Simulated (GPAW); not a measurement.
Here is a GPAW 26.7.0 calculation.

The input run.py:

```python
from ase.calculators.mixing import SumCalculator
from ase.eos import EquationOfState
from ase.io import Trajectory, read
from ase.units import GPa
from dftd3.ase import DFTD3
from gpaw import GPAW, PW

atoms = read('Ge.cif')

traj = Trajectory('eos.traj', 'w')
volumes, energies = [], []
for x in [0.94, 0.96, 0.98, 1.0, 1.02, 1.04, 1.06]:
    a = atoms.copy()
    a.set_cell(atoms.cell * x**(1 / 3), scale_atoms=True)
    calc = GPAW(mode=PW(600),
                xc='revPBE',
                kpts={'size': (8, 8, 8), 'gamma': True},
                occupations={'name': 'fermi-dirac', 'width': 0.05},
                nbands=11,
                convergence={'density': 1e-05, 'energy': 1e-05},
                maxiter=150,
                txt=f'eos-{x:.2f}.txt')
    a.calc = SumCalculator([calc, DFTD3(method='revpbe', damping='d3zero')])
    energies.append(a.get_potential_energy())
    volumes.append(a.get_volume())
    p = -a.get_stress()[:3].mean() / GPa
    calc.write(f'eos-{x:.2f}.gpw')
    traj.write(a)
    print(f'{x:.2f} {volumes[-1]:10.4f} A^3 {energies[-1]:14.6f} eV {p:9.3f} GPa', flush=True)

v0, e0, B = EquationOfState(volumes, energies, eos='birchmurnaghan').fit()
print(f'V0 = {v0:.4f} A^3, E0 = {e0:.6f} eV, B0 = {B / GPa:.2f} GPa')
```

Ge.cif

```cif
data_Ge
_cell_length_a 4.00068289
_cell_length_b 4.00068289
_cell_length_c 4.00068289
_cell_angle_alpha 60.00000000
_cell_angle_beta 60.00000000
_cell_angle_gamma 60.00000000
_space_group_name_H-M_alt 'P1'
_space_group_name_Hall 'P 1'
_space_group_IT_number 1
loop_
_space_group_symop_operation_xyz
'x,y,z'
loop_
_atom_site_label
_atom_site_type_symbol
_atom_site_symmetry_multiplicity
_atom_site_Wyckoff_symbol
_atom_site_fract_x
_atom_site_fract_y
_atom_site_fract_z
_atom_site_occupancy
Ge1 Ge 1 a 0.7500000000 0.7500000000 0.7500000000 1
Ge2 Ge 1 a 0.5000000000 0.5000000000 0.5000000000 1
```

Potentials or basis: the program's PAW data sets (release 1.2.1) made for this functional, pw.

Command:

```bash
$ OMP_NUM_THREADS=1 python run.py
```

Question: What does it give for the equilibrium volume?

Answer: 23.87 Å³/atom.

Question: Predict the pressure derivative of the bulk modulus.

Answer: 5.5.

Question: What does it give for the bulk modulus?

Answer: 59 GPa.

Energy against volume, from the lowest point:
```
volume (Å³/atom)  energy (meV/atom)
          21.281              66.57
          21.733              43.27
          22.186              25.63
          22.639              13.09
          23.092               4.95
          23.545               0.70
          23.997               0.00
```

**What was measured.**

From “Sub-monolayer structures of Ag overlayers on Ge(111): experimental observations and first-principles study”, 2019, arxiv:1908.00180, for a bulk crystal of Ge: bulk modulus 75.8 GPa.

A measured bulk modulus of Ge is 75.8 GPa (quoted in “Sub-monolayer structures of Ag overlayers on Ge(111): experimental observations and first-principles study”, 2019, arxiv:1908.00180); the calculated 59 GPa misses it by -21.9 %. The fit is for a static lattice scaled at fixed shape and fixed fractional positions. The cell as given is a measured one (22.64 Å³/atom); revPBE+D3 puts the equilibrium volume +5.4 % from it, thermal expansion not counted.
